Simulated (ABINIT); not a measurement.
Slab: WS2, a slab with vacuum.

```xyz
3
Lattice="3.1835 0.0000 0.0000 -1.5918 2.7570 0.0000 0.0000 0.0000 16.9506" Properties=species:S:1:pos:R:3 pbc="T T T"
W     0.0000    0.0000    0.0000
S     0.0000    1.8380    1.5595
S     0.0000    1.8380   15.3911
```

* Program: ABINIT 10.8.3 (patched build)
* Task: single point
* Functional: LDA
* Potentials or basis: PseudoDojo NC SR LDA v0.4.1 standard
* Cutoff: 816 eV
* k mesh: 8 × 8 × 2
* Occupations: fermi-dirac, width 0.05 eV
* Spin: no spin polarisation

On this cell: largest force 0.431 eV/Å; band gap on the k mesh 2.05 eV, indirect (least direct gap 2.23 eV).

The same run follows on a disturbed copy (cell strained at random):

```
W S
1.0
     3.20329    0.01857   -0.02365
    -1.58556    2.76968    0.03779
    -0.12594    0.15963   16.71577
W S
1 2
Direct
  0.00000 0.00000 0.00000
  0.33333 0.66667 0.09200
  0.33333 0.66667 0.90800
```

**Question.** What changes?

**Answer.** The energy moves by +13.0 meV/atom; largest force 0.426 eV/Å; band gap on the k mesh 1.75 eV, indirect (least direct gap 2.10 eV).

Forces in eV/Å, atoms in the order of the input:
```
W   -0.099  0.009 -0.017
S    0.280 -0.294 -0.130
S   -0.182  0.285  0.147
```

Caveats: spin-orbit coupling is left out, which moves the levels of the heavy elements.

A k mesh can miss the band edges.
